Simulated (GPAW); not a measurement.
AlN:

```
Al N
1.0
     3.08863    0.00000    0.00000
     1.54432    2.67483    0.00000
     1.54432    0.89161    2.52186
Al N
1 1
Direct
  0.00000 0.00000 0.00000
  0.25000 0.25000 0.25000
```

Measurements of this composition are mostly on another form, of space group No. 186.

Base run:

* Program: GPAW 26.7.0
* Functional: r2SCAN
* Potentials or basis: GPAW PAW data sets (gpaw-data 1.2.1)
* Cutoff: 800 eV
* Basis: pw
* k mesh: 10 × 10 × 10
* Occupations: fermi-dirac, width 0.05 eV
* Spin: no spin polarisation

Its results: band gap on the k mesh 3.99 eV, indirect (least direct gap 4.94 eV); pressure 0.9 GPa.

**Question.** The run is repeated on the same cell with these changes: functional from r2SCAN to AM05; potentials or basis from GPAW PAW data sets (gpaw-data 1.2.1) to PAW data sets generated in the run's folder for this functional. What comes out?

**Answer.** Band gap on the k mesh 3.18 eV, indirect (least direct gap 4.18 eV); pressure 2.3 GPa.

Caveats: the PAW data sets were made with another functional, which shifts forces and pressure a little (some runs).
